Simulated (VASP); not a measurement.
A run of VASP 6.6.1:

The input INCAR:

```
SYSTEM = CdSe
ALGO     = Fast           ! electronic algorithm
EDIFF    = 1E-8           ! SCF threshold, eV
ENCUT    = 520            ! plane-wave cutoff, eV
GGA      = PE             ! functional
ISIF     = 2              ! what is computed and relaxed
ISMEAR   = -1             ! smearing method
LASPH    = .True.         ! aspherical terms in the spheres
LCHARG   = .False.        ! write CHGCAR
LEFG     = .True.       
LREAL    = .False.        ! projectors in reciprocal space
LWAVE    = .False.        ! write WAVECAR
NBANDS   = 16             ! bands
NELM     = 100            ! most SCF steps
PREC     = Accurate       ! precision mode
SIGMA    = 0.08           ! smearing width, eV
```

The input KPOINTS:

```
k-points
0
Gamma
  8 8 8
  0 0 0
```

The input POSCAR:

```
CdSe
1.0
    0.0000000000      3.0980507512      3.0980507512
    3.0980507512      0.0000000000      3.0980507512
    3.0980507512      3.0980507512      0.0000000000
Cd Se
1 1
Direct
    0.0000000000      0.0000000000      0.0000000000
    0.2500000000      0.2500000000      0.2500000000
```

Potentials or basis: VASP PAW PBE potentials, release 64 (Cd, Se).

Launch:

```sh
$ cat potpaw_PBE.64/Cd/POTCAR potpaw_PBE.64/Se/POTCAR > POTCAR
$ mpirun -np 1 vasp_std > vasp.out
```

Hardware: 1 thread of Intel(R) Xeon(R) Platinum 8259CL CPU @ 2.50GHz (Skylake/Cascade Lake) (shared host).

Problem. How long does it take, and how much memory?

Solution. It took 34 s on 1 thread of Intel(R) Xeon(R) Platinum 8259CL CPU @ 2.50GHz (Skylake/Cascade Lake), on a shared host, peak memory 0.21 GiB. Counts: scf iterations 16, k points 29.
